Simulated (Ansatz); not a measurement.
Relaxed sheet of As:

```yaml
crystal:
  lattice:
    - [3.57162, 0.00000, 0.00000]
    - [-1.78581, 3.09312, 0.00000]
    - [0.00000, 0.00000, 28.57424]
  periodic: [true, true, false]
  atoms:
    - { symbol: As, position: [0.33333, 0.66667, 0.47555] }
    - { symbol: As, position: [0.66667, 0.33333, 0.52445] }
```

Method: DFT PBE+D3(BJ), scalar-relativistic, plane waves, PAW in Ansatz 0.2.0. Plane waves to 420 eV, a k mesh through Γ of 9×9×1 on the computed 2-atom cell and Gaussian smearing (0.02 eV); no spin polarisation. The sheet is isolated along c (Coulomb cut-off).

Atoms relax at each strain; stress is positive in compression. Unstrained: gap 1.55 eV, thickness 1.398 Å.

(1) Which strain in the plane gives ΔE (meV/cell) = 7.8, σxx (N/m) = 0.20, σyy (N/m) = 1.16?

An odd mesh misses points on the zone edge, so a gap read on it can be too wide.

Results:

(1) Strain along y (x held) of -2 %. Stress that grows in proportion gives ΔE = ½σεA, with A = 11.05 Å² unstrained, so ε is about -2.0 %; positive stress means squeezing. The gap is then 1.25 eV.